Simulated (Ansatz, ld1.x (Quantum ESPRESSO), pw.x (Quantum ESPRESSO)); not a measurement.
**What a changed setting does to a pw.x run (sc Pt)**

Potential: norm-conserving Troullier–Martins (Kleinman–Bylander form), ld1.x (Quantum ESPRESSO) 7.5, PBE; core [Xe] 4f14, reference 5d9 6s1 6p0; waves: 6s (bound): rc 1.85 bohr; 6p (bound, empty): rc 2.75 bohr; 5d (bound): rc 1.95 bohr; local part: all-electron potential smoothed inside 2.60 bohr (lloc = -1); core correction: none.

The reference run (k-mesh 12³, cutoffs 85/340 Ry, Fermi–Dirac 0.01 Ry, mixing_beta 0.4, conv_thr 1e-9, no spin) gives 1.16 GPa at 18.193 Å³/atom, where all-electron LAPW gives -0.80 GPa. This run, with its own iteration cap, changes nosym to true.

```
&control
  calculation='scf', prefix='x', pseudo_dir='./', outdir='./tmp', tstress=.true., disk_io='none'
/
&system
  ibrav=0, nat=1, ntyp=1, ecutwfc=85, ecutrho=340, nbnd=12,
  occupations='smearing', smearing='fd', degauss=0.01, nosym=.true.
/
&electrons
  conv_thr=1e-09, mixing_beta=0.4, electron_maxstep=60
/
ATOMIC_SPECIES
Pt 1.0 Pt.UPF
CELL_PARAMETERS angstrom
  2.63007484 0.00000000 0.00000000
  0.00000000 2.63007484 0.00000000
  0.00000000 0.00000000 2.63007484
ATOMIC_POSITIONS crystal
Pt 0.0000 0.0000 0.0000
K_POINTS automatic
12 12 12 0 0 0
```

```bash
pw.x < Pt.scf.in > Pt.scf.out
```

Task: How does the run end?

Result: It converges in 7 iterations; the free energy moves by +0.0 meV/atom and the pressure by +0.00 GPa. The result is that of the reference run.

```
lattice parameter (alat)  =       4.9701  a.u.
     unit-cell volume          =     122.7724 (a.u.)^3
     number of electrons       =        10.00
     number of Kohn-Sham states=           12
     kinetic-energy cutoff     =      85.0000  Ry
     charge density cutoff     =     340.0000  Ry
     scf convergence threshold =      1.0E-09
     Exchange-correlation= PBE
     number of k points=   868  Fermi-Dirac smearing, width (Ry)=  0.0100
     iteration #  1     ecut=    85.00 Ry     beta= 0.40
     total energy              =     -52.69964742 Ry
     estimated scf accuracy    <       0.08668180 Ry
     iteration #  2     ecut=    85.00 Ry     beta= 0.40
     total energy              =     -52.71293215 Ry
     estimated scf accuracy    <       0.00150608 Ry
     iteration #  3     ecut=    85.00 Ry     beta= 0.40
     total energy              =     -52.71333588 Ry
     estimated scf accuracy    <       0.00037401 Ry
     iteration #  4     ecut=    85.00 Ry     beta= 0.40
     total energy              =     -52.71336374 Ry
     estimated scf accuracy    <       0.00000023 Ry
     iteration #  5     ecut=    85.00 Ry     beta= 0.40
     total energy              =     -52.71336409 Ry
     estimated scf accuracy    <       0.00000009 Ry
     iteration #  6     ecut=    85.00 Ry     beta= 0.40
     total energy              =     -52.71336409 Ry
     estimated scf accuracy    <       0.00000002 Ry
     iteration #  7     ecut=    85.00 Ry     beta= 0.40
     the Fermi energy is    13.4524 ev
!    total energy              =     -52.71336409 Ry
     estimated scf accuracy    <          1.1E-10 Ry
     smearing contrib. (-TS)   =      -0.00612710 Ry
     The total energy is F=E-TS. E is the sum of the following terms:
     one-electron contribution =       7.30687590 Ry
     hartree contribution      =       6.07224716 Ry
     xc contribution           =      -8.99927097 Ry
     ewald contribution        =     -57.08708908 Ry
     convergence has been achieved in   7 iterations
          total   stress  (Ry/bohr**3)                   (kbar)     P=       11.59
     Message from routine punch:
     Nothing written, as per user request (disk_io='none')
```

The run took about 2.4 min on one core of a shared host (Neoverse-V1, 64 threads, 495 GiB, load 26).
